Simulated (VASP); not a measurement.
Write the native input for VASP 6.6.1 that does the following.

- Task: relaxation of cell and atoms
- Functional: PBE
- Dispersion: D3(BJ)
- Potentials or basis: VASP PAW PBE potentials, release 64 (P, B)
- Cutoff: 600 eV
- k mesh: 8 × 8 × 8
- Occupations: gaussian, width 0.02 eV
- Spin: no spin polarisation
- Ladder: gaps
- Further INCAR settings: ALGO = Normal; EDIFF = 1e-07; IBRION = 2; EDIFFG = -0.02; NSW = 40; ISIF = 3

The structure of BP lies in POSCAR:

```
BP
1.0
    0.0000000000      2.2690000000      2.2690000000
    2.2690000000      0.0000000000      2.2690000000
    2.2690000000      2.2690000000      0.0000000000
P B
1 1
Direct
    0.7500000000      0.7500000000      0.7500000000
    0.0000000000      0.0000000000      0.0000000000
```

These files were run (other wordings do the same):

INCAR

```
ALGO = Normal
EDIFF = 1E-7
EDIFFG = -0.02
ENCUT = 600
GGA = PE
IBRION = 2
ISIF = 3
ISMEAR = 0
IVDW = 12
LASPH = True
LCHARG = False
LREAL = False
LWAVE = False
NELM = 100
NSW = 40
PREC = Accurate
SIGMA = 0.02
```

KPOINTS

```
k-points
0
Gamma
  8 8 8
```

Potentials or basis: VASP PAW PBE potentials, release 64 (P, B).

The run is started by

```bash
$ cat potpaw_PBE.64/P/POTCAR potpaw_PBE.64/B/POTCAR > POTCAR
$ mpirun -np 1 vasp_std > vasp.out
```

Results of the run:

- Relaxed volume: 11.43 Å³/atom
- Relaxed cell: a = 3.186 Å, b = 3.186 Å, c = 3.186 Å, α = 60.00°, β = 60.00°, γ = 60.00°
- Space group after relaxing (to 0.05 Å): F-43m (No. 216)
- Energy gained by relaxing: 2.8 meV/atom
- Ionic steps: 3
- Pressure after relaxing: 0.0 GPa
- Band gap on the k mesh: 1.24 eV, indirect (least direct gap 3.43 eV)
- Dispersion energy per atom: -0.331 eV

Wall time 13 s on 1 thread of Intel(R) Xeon(R) Platinum 8488C (Sapphire Rapids), on a shared host, peak memory 0.16 GiB.
